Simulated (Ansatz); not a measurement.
## Eu under changes of volume

One of the cells (48.859 Å³/atom); the others are scaled copies at fixed shape and fractional positions:

```xyz
1
Lattice="-2.3030 2.3030 2.3030 2.3030 -2.3030 2.3030 2.3030 2.3030 -2.3030" Properties=species:S:1:pos:R:3 pbc="T T T"
Eu    0.0000    0.0000    0.0000
```

* Program: Ansatz 0.2.0
* Functional: LDA
* Potentials or basis: all-electron LAPW, scalar-relativistic
* Cutoff: 158 eV (chosen from the basis error)
* Basis error allowed: 0.001 eV/atom
* k mesh: 8 × 8 × 8
* Occupations: fermi-dirac, width 0.05 eV
* Spin: collinear spin, ferromagnetic start
* Starting moments: [7.0] μB

```csv
volume (Å³/atom),energy over the lowest point (meV/atom),pressure (GPa),moment (μB per cell)
45.927,0.00,-3.3,7.25
46.904,20.45,-3.4,7.26
47.882,41.53,-3.5,7.27
48.859,63.11,-3.5,7.29
49.836,?,?,?
50.813,107.49,-3.7,7.31
51.790,130.20,-3.7,7.32
```

Q: What does the run at 49.836 Å³/atom give?

A: Energy over the lowest point 85.12 meV/atom; pressure -3.6 GPa; moment 7.30 μB per cell.

Worked out: A Birch-Murnaghan fit of order 3 (a polynomial in V^(-2/3)) to the other rows has no minimum within the range. It gives 85.11 meV/atom at 49.836 Å³/atom, against the run's 85.12, and -dE/dV = -3.6 GPa, against -3.6. A straight line through the other rows of the moment, of slope 0.0123 μB per Å³/atom, gives 7.30 μB, against the run's 7.30.

Energies are extrapolated to zero smearing.

Caveats: an open f shell can end in a state above the lowest.
